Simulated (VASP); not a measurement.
# InP (F-43m) in VASP: further runs

Runs on InP. Level: r2SCAN. Tasks: single point.

Program: VASP 6.6.1. These are calculated values, not measurements. Logs are shortened: lines on timing, memory, paths and dates and some standing lists are left out, and cuts for length are marked.

**Measured values to compare with.**

A printed reference work, data compilation reports, for a bulk crystal of InP at 1.6 K: band gap 1.4236 eV (direct).

The results are compared with them further down.

**1. The cell of the first run**

Symmetry: F-43m, No. 216, cubic system. The conventional cell has a = 5.787 Å, b = 5.787 Å, c = 5.787 Å, α = 90.00°, β = 90.00°, γ = 90.00°. In (site symmetry -43m) has 4 P at 2.51 Å within 3.3 Å. Within 3.3 Å of P (site symmetry -43m) lie 4 In at 2.51 Å.

**2. Single point, r2SCAN (24.22 Å³/atom)**

File POSCAR:

```
InP
1.0
    0.0000000000      2.8932750792      2.8932750792
    2.8932750792      0.0000000000      2.8932750792
    2.8932750792      2.8932750792      0.0000000000
In P
1 1
Direct
    0.0000000000      0.0000000000      0.0000000000
    0.2500000000      0.2500000000      0.2500000000
```

File INCAR.step1:

```
SYSTEM = InP
PREC = Accurate
ENCUT = 520
ISMEAR = 0
SIGMA = 0.02
LREAL = .False.
LASPH = .True.
NELM = 60
NBANDS = 16
GGA = PE
ALGO = Normal
EDIFF = 1E-4
LWAVE = .True.
LCHARG = .False.
```

File INCAR.step2:

```
SYSTEM = InP
PREC = Accurate
ENCUT = 520
EDIFF = 1E-7
ISMEAR = 0
SIGMA = 0.02
LREAL = .False.
LASPH = .True.
NELM = 60
ALGO = Normal
ISIF = 2
LWAVE = .False.
LCHARG = .True.
METAGGA = R2SCAN
LMIXTAU = .True.
LELF = .True.
LVHAR = .True.
NBANDS = 16
ISTART = 1
```

File KPOINTS:

```
regular mesh
0
Gamma
  8 8 8
  0 0 0
```

Potentials or basis: VASP PAW PBE potentials, release 64 (In_d, P).

Launch:

```bash
$ cat potpaw_PBE.64/In_d/POTCAR potpaw_PBE.64/P/POTCAR > POTCAR
$ cp INCAR.step1 INCAR
$ mpirun -np 1 vasp_std > vasp.out
$ cp INCAR.step2 INCAR
$ mpirun -np 1 vasp_std > vasp.out
```

OUTCAR:

```text
SYSTEM = InP
   PREC = Accurate
   ENCUT = 520
   EDIFF = 1E-7
   ISMEAR = 0
   LREAL = .False.
   LASPH = .True.
   NELM = 60
   ISIF = 2
   METAGGA = R2SCAN
   ISTART = 1

 ion  position               nearest neighbor table
   1  0.000  0.000  0.000-   2 2.51   2 2.51   2 2.51   2 2.51
   2  0.250  0.250  0.250-   1 2.51   1 2.51   1 2.51   1 2.51

  LATTYP: Found a face centered cubic cell.
 ALAT       =     5.7865501584

  Lattice vectors:

 A1 = (   0.0000000000,   2.8932750792,   2.8932750792)
 A2 = (   2.8932750792,   0.0000000000,   2.8932750792)
 A3 = (   2.8932750792,   2.8932750792,   0.0000000000)

Analysis of symmetry for initial positions (statically):
=====================================================================
 Subroutine PRICEL returns:
 Original cell was already a primitive cell.

 Routine SETGRP: Setting up the symmetry group for a
 face centered cubic supercell.

 Subroutine GETGRP returns: Found 24 space group operations
 (whereof 24 operations were pure point group operations)
 out of a pool of 48 trial point group operations.

The static configuration has the point symmetry T_d .

Analysis of symmetry for dynamics (positions and initial velocities):
=====================================================================
 Subroutine PRICEL returns:
 Original cell was already a primitive cell.

 Routine SETGRP: Setting up the symmetry group for a
 face centered cubic supercell.

 Subroutine GETGRP returns: Found 24 space group operations
 (whereof 24 operations were pure point group operations)
 out of a pool of 48 trial point group operations.

The dynamic configuration has the point symmetry T_d .

 Subroutine INISYM returns: Found 24 space group operations
 (whereof 24 operations are pure point group operations),
 and found     1 'primitive' translations

----------------------------------------------------------------------------------------

                                     Primitive cell

  volume of cell :      48.4394

  direct lattice vectors                    reciprocal lattice vectors
     0.000000000  2.893275079  2.893275079    -0.172814539  0.172814539  0.172814539
     2.893275079  0.000000000  2.893275079     0.172814539 -0.172814539  0.172814539
     2.893275079  2.893275079  0.000000000     0.172814539  0.172814539 -0.172814539

  length of vectors
     4.091708857  4.091708857  4.091708857     0.299323562  0.299323562  0.299323562

  position of ions in fractional coordinates (direct lattice)
     0.000000000  0.000000000  0.000000000
     0.250000000  0.250000000  0.250000000

  ion indices of the primitive-cell ions
   primitive index   ion index
                 1           1
                 2           2

----------------------------------------------------------------------------------------

 KPOINTS: regular mesh

Automatic generation of k-mesh.
 Grid dimensions read from file:
 generate k-points for:    8    8    8

 Generating k-lattice:

  Cartesian coordinates                     Fractional coordinates (reciprocal lattice)
    -0.021601817  0.021601817  0.021601817     0.125000000  0.000000000  0.000000000
     0.021601817 -0.021601817  0.021601817     0.000000000  0.125000000  0.000000000
     0.021601817  0.021601817 -0.021601817     0.000000000  0.000000000  0.125000000

  Length of vectors
     0.037415445  0.037415445  0.037415445

  Shift w.r.t. Gamma in fractional coordinates (k-lattice)
     0.000000000  0.000000000  0.000000000

 Subroutine IBZKPT returns following result:
 ===========================================

 Found     29 irreducible k-points:

 Following reciprocal coordinates:
            Coordinates               Weight
  0.000000  0.000000  0.000000      1.000000
  0.125000  0.000000  0.000000      8.000000
  0.250000  0.000000  0.000000      8.000000
  0.375000  0.000000  0.000000      8.000000
  0.500000  0.000000  0.000000      4.000000
  0.125000  0.125000  0.000000      6.000000
[... 16 lines left out ...]
  0.500000  0.250000  0.125000     48.000000
 -0.375000  0.250000  0.125000     24.000000
 [... further k-points ...]
   k-points           NKPTS =     29   k-points in BZ     NKDIM =     29   number of bands    NBANDS=     16
   number of dos      NEDOS =    301   number of ions     NIONS =      2
   total plane-waves  NPLWV =  27000
   dimension x,y,z NGX =    30 NGY =   30 NGZ =   30
   dimension x,y,z NGXF=    60 NGYF=   60 NGZF=   60
   ions per type =               1   1
   NGX,Y,Z   is equivalent  to a cutoff of  12.19, 12.19, 12.19 a.u.
   NGXF,Y,Z  is equivalent  to a cutoff of  24.38, 24.38, 24.38 a.u.
 SYSTEM =  InP
   PREC   = accura    normal or accurate (medium, high low for compatibility)
   ISTART =      1    job   : 0-new  1-cont  2-samecut
   ICHARG =      0    charge: 1-file 2-atom 10-const
   ISPIN  =      1    spin polarized calculation?
   LNONCOLLINEAR =      F non collinear calculations
   LSORBIT =      F    spin-orbit coupling
   LASPH  =      T    aspherical Exc in radial PAW
   ENCUT  =  520.0 eV  38.22 Ry    6.18 a.u.   7.61  7.61  7.61*2*pi/ulx,y,z
   NELM   =     60;   NELMIN=  2; NELMDL=  0     # of ELM steps
   EDIFF  = 0.1E-06   stopping-criterion for ELM
   LREAL  =      F    real-space projection
   EDIFFG = 0.1E-05   stopping-criterion for IOM
   NSW    =      0    number of steps for IOM
   IBRION =     -1    ionic relax: 0-MD 1-quasi-New 2-CG
   NFREE  =      0    steps in history (QN), initial steepest desc. (CG)
   ISIF   =      2    stress and relaxation
   ISYM   =      2    0-nonsym 1-usesym 2-fastsym
   POTIM  = 0.5000    time-step for ionic-motion
   TEBEG  =    0.0;   TEEND  =   0.0 temperature during run
   PSTRESS=    0.0 pullay stress
   NELECT =      18.0000    total number of electrons
   NUPDOWN=      -1.0000    fix difference up-down
   EMIN   =  10.00;   EMAX   =-10.00  energy-range for DOS
   EFERMI =   0.00;   METHOD = LEGACY
   ISMEAR =     0;   SIGMA  =   0.02  broadening in eV -4-tet -1-fermi 0-gaus
   EFERMI_NEDOS =   21; number of points for ismear=-14 and -15
   IALGO  =     38    algorithm
   IMIX   =      4    mixing-type and parameters
     AMIX     =   0.40;   BMIX     =  1.00
     AMIX_MAG =   1.60;   BMIX_MAG =  1.00
  volume/ion in A,a.u.               =      24.22       163.44
  Fermi-wavevector in a.u.,A,eV,Ry     =   1.176971  2.224154 18.847632  1.385262
  Thomas-Fermi vector in A             =   2.313326
   LORBIT       =      0    0 simple, 1 ext, 2 COOP (PROOUT), +10 PAW based schemes
   METAGGA = R2SCAN    functional components
   LHFCALC =     F    Hartree Fock is set to
   AEXX    =    0.0000 exact exchange contribution
   IVDW    =     0    specifies the selected vdW correction
   LEPSILON=     F    determine dielectric tensor
   LRPA    =     F    only Hartree local field effects (RPA)
 non-spin polarized calculation
 Gauss-broadening in eV      SIGMA  =   0.02
  energy-cutoff  :      520.00
  volume of cell :       48.44
 maximum number of plane-waves:      1323
   NGX = 15   NGY = 15   NGZ = 15

 number of electron      18.0000008 magnetization

 Free energy of the ion-electron system (eV)
  ---------------------------------------------------
  ext. energy  EPLUGINS =         0.00000000
  ---------------------------------------------------
  free energy    TOTEN  =       -32.25445723 eV

  energy without entropy =      -32.25445723  energy(sigma->0) =      -32.25445723

 E-fermi :   5.5442     XC(G=0): -10.0636

 val. band max:        5.4448892148   @ k =   0.0000   0.0000   0.0000
 cond. band min:       6.8375691843   @ k =   0.0000   0.0000   0.0000
 fundamental gap:      1.3926799695
 Fermi energy:         5.5441546289

 k-point     1 :       0.0000    0.0000    0.0000
  band No.  band energies     occupation
      1      -9.2921      2.00000
      2      -9.2921      2.00000
      3      -9.2921      2.00000
      4      -9.0905      2.00000
      5      -9.0905      2.00000
      6      -6.8350      2.00000
[... 8 lines left out ...]
     15      15.4256      0.00000
     16      15.4256      0.00000

 k-point     2 :       0.1250    0.0000    0.0000
  band No.  band energies     occupation
      1      -9.3184      2.00000
      2      -9.2829      2.00000
      3      -9.2829      2.00000
      4      -9.0904      2.00000
      5      -9.0904      2.00000
      6      -6.6337      2.00000
[... 8 lines left out ...]
     15      14.7486      0.00000
     16      15.5703      0.00000

 k-point     3 :       0.2500    0.0000    0.0000
  band No.  band energies     occupation
      1      -9.3765      2.00000
      2      -9.2630      2.00000
      3      -9.2630      2.00000
      4      -9.0875      2.00000
      5      -9.0875      2.00000
      6      -6.0741      2.00000
[... 8 lines left out ...]
     15      14.5276      0.00000
     16      15.1941      0.00000

 k-point     4 :       0.3750    0.0000    0.0000
  band No.  band energies     occupation
      1      -9.4289      2.00000
      2      -9.2474      2.00000
      3      -9.2473      2.00000
      4      -9.0799      2.00000
      5      -9.0799      2.00000
      6      -5.3236      2.00000
[... 8 lines left out ...]
     15      15.5656      0.00000
     16      15.5656      0.00000
[... 324 lines left out ...]
 k-point    22 :       0.3750    0.2500    0.1250
  band No.  band energies     occupation
      1      -9.4245      2.00000
      2      -9.2389      2.00000
      3      -9.2312      2.00000
      4      -9.1095      2.00000
      5      -9.0722      2.00000
      6      -5.6127      2.00000
[... 8 lines left out ...]
     15      16.3169      0.00000
     16      17.9506      0.00000

 k-point    23 :       0.5000    0.2500    0.1250
  band No.  band energies     occupation
      1      -9.4556      2.00000
      2      -9.2307      2.00000
      3      -9.2130      2.00000
      4      -9.1051      2.00000
      5      -9.0720      2.00000
      6      -4.9256      2.00000
[... 8 lines left out ...]
     15      17.1044      0.00000
     16      17.5887      0.00000

 k-point    24 :      -0.3750    0.2500    0.1250
  band No.  band energies     occupation
      1      -9.4670      2.00000
      2      -9.2292      2.00000
      3      -9.2065      2.00000
      4      -9.0981      2.00000
      5      -9.0751      2.00000
      6      -4.5374      2.00000
[... 8 lines left out ...]
     15      16.8419      0.00000
     16      17.5918      0.00000

 [... further k-points ...]

------------------------ aborting loop because EDIFF is reached ----------------------------------------

  FORCE on cell =-STRESS in cart. coord.  units (eV):
  Direction    XX          YY          ZZ          XY          YZ          ZX
  --------------------------------------------------------------------------------------
  -------------------------------------------------------------------------------------
  Total        1.4253452      1.4253452      1.4253452      0.0000000      0.0000000      0.0000000
  in kB       47.1445473     47.1445473     47.1445473      0.0000000      0.0000000      0.0000000
  external PRESSURE =      47.1445473 kB  Pullay stress =       0.0000000 kB

 VOLUME and BASIS-vectors are now :
 -----------------------------------------------------------------------------
  energy-cutoff  :      520.00
  volume of cell :       48.44
      direct lattice vectors                 reciprocal lattice vectors
     0.000000000  2.893275079  2.893275079    -0.172814539  0.172814539  0.172814539
     2.893275079  0.000000000  2.893275079     0.172814539 -0.172814539  0.172814539
     2.893275079  2.893275079  0.000000000     0.172814539  0.172814539 -0.172814539

 POSITION                                       TOTAL-FORCE (eV/Angst)
 -----------------------------------------------------------------------------------
      0.00000      0.00000      0.00000        -0.000000     -0.000000      0.000000
      1.44664      1.44664      1.44664         0.000000      0.000000     -0.000000
 -----------------------------------------------------------------------------------
    total drift:                               -0.000001     -0.000001     -0.000001

  FREE ENERGIE OF THE ION-ELECTRON SYSTEM (eV)
  ---------------------------------------------------
  free  energy   TOTEN  =       -32.2544572276 eV

  energy  without entropy=      -32.2544572276  energy(sigma->0) =      -32.25445723
```

Wall time 3 min (1 thread of AMD EPYC 7R13, shared host); peak memory 0.15 GiB.

What came out:

| Item | Value |
| --- | --- |
| Free energy | -32.2545 eV |
| Pressure | 4.7 GPa |
| Band gap on the k mesh | 1.39 eV |

Caveat: the cell stands under pressure; the PAW data sets were made with another functional, which shifts forces and pressure a little; spin-orbit coupling is left out, which moves the levels of the heavy elements.

**3. Single point, r2SCAN (24.99 Å³/atom)**

This run uses another cell than the first one, of 24.99 Å³/atom.

File POSCAR:

```
InP
1.0
    0.0000000000      2.9237328446      2.9237328446
    2.9237328446      0.0000000000      2.9237328446
    2.9237328446      2.9237328446      0.0000000000
In P
1 1
Direct
    0.0000000000      0.0000000000      0.0000000000
    0.2500000000      0.2500000000      0.2500000000
```

File INCAR.step1:

```
SYSTEM = InP
PREC     = Accurate       ! precision mode
ENCUT    = 520            ! plane-wave cutoff, eV
ISMEAR   = 0              ! smearing method
SIGMA    = 0.02           ! smearing width, eV
LREAL    = .FALSE.        ! projectors in reciprocal space
LASPH    = .TRUE.         ! aspherical terms in the spheres
NELM     = 60             ! most SCF steps
NBANDS   = 16             ! bands
GGA      = PE             ! functional
ALGO     = Normal         ! electronic algorithm
EDIFF    = 1E-4           ! SCF threshold, eV
LWAVE    = .TRUE.         ! write WAVECAR
LCHARG   = .FALSE.        ! write CHGCAR
```

File INCAR.step2:

```
SYSTEM = InP
PREC     = Accurate       ! precision mode
ENCUT    = 520            ! plane-wave cutoff, eV
EDIFF    = 1E-7           ! SCF threshold, eV
ISMEAR   = 0              ! smearing method
SIGMA    = 0.02           ! smearing width, eV
LREAL    = .FALSE.        ! projectors in reciprocal space
LASPH    = .TRUE.         ! aspherical terms in the spheres
NELM     = 60             ! most SCF steps
ALGO     = Normal         ! electronic algorithm
ISIF     = 2              ! what is computed and relaxed
LWAVE    = .FALSE.        ! write WAVECAR
LCHARG   = .FALSE.        ! write CHGCAR
METAGGA  = R2SCAN         ! meta-GGA
LMIXTAU  = .TRUE.       
NBANDS   = 16             ! bands
ISTART   = 1
```

File KPOINTS:

```
Automatic mesh
0
G
  8 8 8
  0 0 0
```

Potentials or basis: VASP PAW PBE potentials, release 64 (In_d, P).

Launch:

```bash
$ cat potpaw_PBE.64/In_d/POTCAR potpaw_PBE.64/P/POTCAR > POTCAR
$ cp INCAR.step1 INCAR
$ mpirun -np 1 vasp_std > vasp.out
$ cp INCAR.step2 INCAR
$ mpirun -np 1 vasp_std > vasp.out
```

Wall time 3.2 min (1 thread of AMD EPYC 7R13, shared host); peak memory 0.17 GiB.

Results (log left out):

| Quantity | Value |
| --- | --- |
| Free energy | -32.2876 eV |
| Pressure | 2.1 GPa |
| Band gap on the k mesh | 1.21 eV |

Levels at points of the mesh, in eV from the valence-band top:
```
           k point  band 6  band 7  band 8  band 9  band 10  band 11  band 12  band 13
(0.00, 0.00, 0.00)  -12.05    0.00    0.00    0.00     1.21     4.44     4.44     4.44
(0.50, 0.00, 0.00)  -10.22   -5.92   -1.02   -1.02     1.88     5.16     5.16     7.57
(0.50, 0.50, 0.00)   -9.53   -5.91   -2.44   -2.43     2.00     2.55     9.94    10.36
```

Caveat: the PAW data sets were made with another functional, which shifts forces and pressure a little; spin-orbit coupling is left out, which moves the levels of the heavy elements.

[end of part 1 of 2]
